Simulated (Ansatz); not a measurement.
AlRu (Pm-3m), a vibration from a frozen displacement

Level of theory: Ansatz, DFT PBEsol, scalar-relativistic, plane waves, PAW. Cutoff 420 eV, Γ-centred 16×16×16 k-points, Gaussian smearing of 0.15 eV. No spin polarisation. Energies are free energies at this smearing, counted from the undisturbed cell; pressure is positive in compression.

The starting cell (as given, not relaxed at this level; it stands at -3.2 GPa, and it needn't be the usual structure):

```
CELL_PARAMETERS angstrom
2.99160 0.00000 0.00000
0.00000 2.99160 0.00000
0.00000 0.00000 2.99160
ATOMIC_POSITIONS crystal
Al 0.00000 0.00000 0.00000
Ru 0.50000 0.50000 0.50000
```

Every Al atom is moved by x along the Cartesian unit vector (-1.000, 0.000, 0.000); the cell and all other atoms stay fixed. The cell's volume is 26.77 Å³; the moved atoms weigh 26.982 u together and the others 101.070 u. Some rows repeat others by symmetry and weren't run.

```csv
x (Å),ΔE (meV/cell),total force on the moved atoms along the move (eV/Å),pressure (GPa)
-0.3000,338.33,2.2295,3.4246
-0.2625,259.73,1.9618,1.9025
-0.2250,191.25,1.6895,0.5645
-0.1875,133.06,1.4134,-0.5813
-0.1500,85.29,1.1342,-1.5281
-0.1125,48.03,0.8526,-2.2703
-0.0750,21.36,0.5693,-2.8035
-0.0375,5.34,0.2849,-3.1246
0.0000,0.00,0.0000,-3.2319
0.0375,5.34,-0.2849,-3.1246
0.0750,21.36,-0.5693,-2.8035
0.1125,48.03,-0.8526,-2.2703
0.1500,85.29,-1.1342,-1.5281
0.1875,133.06,-1.4134,-0.5813
0.2250,191.25,-1.6895,0.5645
0.2625,259.73,-1.9618,1.9025
0.3000,338.33,-2.2295,3.4246
```

Q: What frequency belongs to this motion?

A: The force constant is k = −dF/dx = 7.597 eV/Å², from the parabola through x = -0.0375, 0 and 0.0375. In every cell the moved atoms swing against the rest, so the mass is μ = m₁m₂/(m₁ + m₂) = 21.296 u, and ν̃ = 521.5 cm⁻¹ × √(|k|/μ) = 311 cm⁻¹, at this cell's pressure of -3.2 GPa. To first order in x, and within 1 %, the force on every atom lies along the move and, within each of the two groups, in proportion to the atom's mass, so this is itself a mode at the zone centre of this cell.

Q: How far does the harmonic law reach?

A: At x = -0.300 Å, kx²/2 = 341.88 meV against the computed 338.33 meV (-1.0 %): the well is still close to harmonic there.

Q: The pressure changes with x². What does that say about the frequency under compression?

A: With E = k(V)x²/2, k ∝ V^(−2γ) and x scaling with the cell as V^(1/3), P − P0 = −∂E/∂V = (2γ − 2/3) ΔE/V. At x = 0.0750 Å, V(P − P0) = 26.77 × 0.42839 / 160.2 eV = 71.59 meV and ΔE = 21.36 meV, so γ = 1/3 + V(P − P0)/(2ΔE) = 2.01. This is the Grüneisen parameter of the motion under uniform scaling of the cell: shrinking the cell evenly by 1 % in volume raises the frequency by about 2.01 %.

In a metal these slopes depend on the k mesh and the smearing.

The Al and Ru sublattices sit in a stiff, single well, with a zone-centre optical mode at 311 cm⁻¹ in which the lighter Al does most of the moving. Cubic symmetry makes this mode threefold degenerate, and metallic screening removes the LO-TO splitting that a polar insulator would show. The stiffness probably reflects short Al–Ru contacts with mixed Al sp and Ru d character.

Inversion symmetry cancels the odd terms in the energy, so the slight softening at large x comes from even, mainly quartic, terms. These may differ along the body diagonal, where Al heads straight for a Ru neighbour.

The near-harmonic well doesn't mean weak volume dependence: compression shortens the Al–Ru contacts and steepens their repulsion, hence the Grüneisen parameter of 2.01. As the cell is under tension, the frequency should be somewhat higher at this functional's equilibrium volume. The mode favours thermal expansion, but the overall expansion also depends on the acoustic branches and the rest of the zone.
